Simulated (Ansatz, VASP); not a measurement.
This is a calculation of RbBr for Ansatz 0.2.0.

File input.yaml:

```yaml
crystal:
  lattice:
    - [0.0, 3.4942131424, 3.4942131424]
    - [3.4942131424, 0.0, 3.4942131424]
    - [3.4942131424, 3.4942131424, 0.0]
  atoms:
    - { symbol: Rb, position: [0.0, 0.0, 0.0] }
    - { symbol: Br, position: [0.5, 0.5, 0.5] }
hamiltonian:
  xc: pbe
  pseudopotentials: { kind: paw }
kpoints:
  mp_grid: { grid: [7, 7, 7] }
scf:
  occupations: { method: fermi_dirac, width: 0.05 }
output:
  forces: true
  stress: true
  eigenvalues: true
```

Potentials or basis: Ansatz PAW.

Launch:

```sh
$ ansatz run input.yaml --threads 1 --pin off --max-ram 3584MiB --backend cpu --events-out ev --progress --plain --runs-dir out
```

Question: Set up the same calculation for VASP 6.6.1. Potentials there: VASP PAW PBE potentials, release 64 (Rb_sv, Br).

Answer: As run (the cutoff follows the program's own potentials):

Contents of INCAR:

```
SYSTEM = RbBr
PREC = Accurate
ENCUT = 520
EDIFF = 1E-7
ISMEAR = -1
SIGMA = 0.05
LREAL = .False.
LASPH = .True.
NELM = 60
ALGO = Normal
ISIF = 2
LWAVE = .False.
LCHARG = .False.
GGA = PE
NBANDS = 15
```

File KPOINTS:

```
Automatic mesh
0
Gamma
  7 7 7
  0 0 0
```

File POSCAR:

```
RbBr
1.0
    0.0000000000      3.4942131424      3.4942131424
    3.4942131424      0.0000000000      3.4942131424
    3.4942131424      3.4942131424      0.0000000000
Rb Br
1 1
Direct
    0.0000000000      0.0000000000      0.0000000000
    0.5000000000      0.5000000000      0.5000000000
```

Potentials or basis: VASP PAW PBE potentials, release 64 (Rb_sv, Br).

Run with:

```console
$ cat potpaw_PBE.64/Rb_sv/POTCAR potpaw_PBE.64/Br/POTCAR > POTCAR
$ mpirun -np 1 vasp_std > vasp.out
```

Both were run:

|  | VASP | Ansatz | Ansatz less VASP |
| --- | --- | --- | --- |
| gap on the k mesh at the Fermi level (eV) | 4.22 | 4.22 | +0.002 |
| least direct gap on the mesh (eV) | 4.22 | 4.22 | +0.002 |
| pressure (GPa) | 0.2 | 0.2 | -0.02 |

The functional is the same, so the differences come from potentials, cutoffs and numerics.

Caveats: an odd mesh through Γ misses points on the zone boundary, where band edges often lie (VASP); odd divisions of the mesh miss points on the zone boundary, where band edges often lie, so the gap on the mesh can be too wide (Ansatz).
